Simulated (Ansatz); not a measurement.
# Al3GaN4: the cost of one run

Program: Ansatz 0.2.0. Level of theory: DFT r2SCAN, scalar-relativistic, plane waves, PAW. These are calculated values, not measurements.

1 further run of the same task is left out (set aside as unsound or not needed).

### 1 The system as given

The structure is cubic, space group P-43m (No. 215). The conventional cell has a = 4.401 Å, b = 4.401 Å, c = 4.401 Å, α = 90.00°, β = 90.00°, γ = 90.00°. Al (site symmetry -42m) is surrounded by 4 N at 1.89 Å. Around Ga (site symmetry -43m) lie 4 N at 1.95 Å. N (site symmetry 3m) has 3 Al at 1.89 Å and 1 Ga at 1.95 Å as nearest neighbours.

Structure file:

```cif
data_structure
_symmetry_space_group_name_H-M 'P 1'
_symmetry_Int_Tables_number 1
_cell_length_a 4.4012
_cell_length_b 4.4012
_cell_length_c 4.4012
_cell_angle_alpha 90.000
_cell_angle_beta 90.000
_cell_angle_gamma 90.000
_cell_volume 85.26
loop_
_atom_site_label
_atom_site_type_symbol
_atom_site_fract_x
_atom_site_fract_y
_atom_site_fract_z
_atom_site_occupancy
Al1 Al 0.50000 0.50000 0.00000 1
Al2 Al 0.50000 0.00000 0.50000 1
Al3 Al 0.00000 0.50000 0.50000 1
Ga1 Ga 0.00000 0.00000 0.00000 1
N1 N 0.74446 0.74446 0.25554 1
N2 N 0.74446 0.25554 0.74446 1
N3 N 0.25554 0.74446 0.74446 1
N4 N 0.25554 0.25554 0.25554 1
```

It goes back to an entry of the Materials Project, which need not be the stable form.

It is the result of an earlier relaxation at this level (volume 10.66 Å³/atom; gap on the mesh: 4.01 eV).

### 2 The undisturbed cell

Input file input.yaml:

```yaml
crystal:
  lattice:
    - [4.4012372935, 0.0, 0.0]
    - [0.0, 4.4012372935, 0.0]
    - [0.0, 0.0, 4.4012372935]
  atoms:
    - { symbol: Al, position: [0.5, 0.5, 0.0] }
    - { symbol: Al, position: [0.5, 0.0, 0.5] }
    - { symbol: Al, position: [0.0, 0.5, 0.5] }
    - { symbol: Ga, position: [0.0, 0.0, 0.0] }
    - { symbol: "N", position: [0.7444581597, 0.7444581597, 0.2555418403] }
    - { symbol: "N", position: [0.7444581597, 0.2555418403, 0.7444581597] }
    - { symbol: "N", position: [0.2555418403, 0.7444581597, 0.7444581597] }
    - { symbol: "N", position: [0.2555418403, 0.2555418403, 0.2555418403] }
basis:
  ecutwfc: 500
kpoints:
  mp_grid: { grid: [6, 6, 6] }
hamiltonian:
  xc: r2scan
scf:
  occupations: { method: gaussian, width: 0.05 }
output:
  forces: true
  stress: true
  eigenvalues: true
```

Run with:

```
ansatz run input.yaml --threads 2 --pin off --max-ram 5120MiB --backend cpu --events-out ev --progress --plain --runs-dir out
```

**Question.** How long does this run take on 2 threads of Intel Xeon Platinum 8259CL at 2.50GHz (Skylake/Cascade Lake), shared host, and how much memory does it need?

About 11 s, with a peak of 0.58 GiB.
